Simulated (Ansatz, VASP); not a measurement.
# One calculation of Ti, two programs

```
Ti
1.0
     2.85361    0.00000    0.00000
    -1.42680    2.47130    0.00000
     0.00000    0.00000    4.56232
Ti
2
Direct
  0.33333 0.66667 0.25000
  0.66667 0.33333 0.75000
```

Alike in both runs: functional LDA; k mesh 6 × 6 × 4; occupations gaussian, width 0.1 eV; no spin polarisation.

Ansatz relaxed the structure, and its values are those at the end. VASP's run is a single point on that final structure, the one shown.

|  | VASP | Ansatz |
| --- | --- | --- |
| version | VASP 6.6.1 | Ansatz 0.2.0 |
| potentials or method | VASP PAW LDA potentials, release 64 (Ti_sv) | scalar-relativistic, plane waves, PAW |
| plane-wave cutoff (eV) | 520 | 420 |
| valence electrons in the cell | 24 | 24 |

|  | VASP | Ansatz | Ansatz less VASP |
| --- | --- | --- | --- |
| gap on the k mesh at the Fermi level (eV) | none | none | - |
| pressure (GPa) | -0.2 | -0.1 | +0.11 |

A gap of «none» marks a metal or a gap that the smearing closes.

Caveats: the k mesh is coarse (spacing up to 0.42 Å⁻¹), so the values aren't converged.
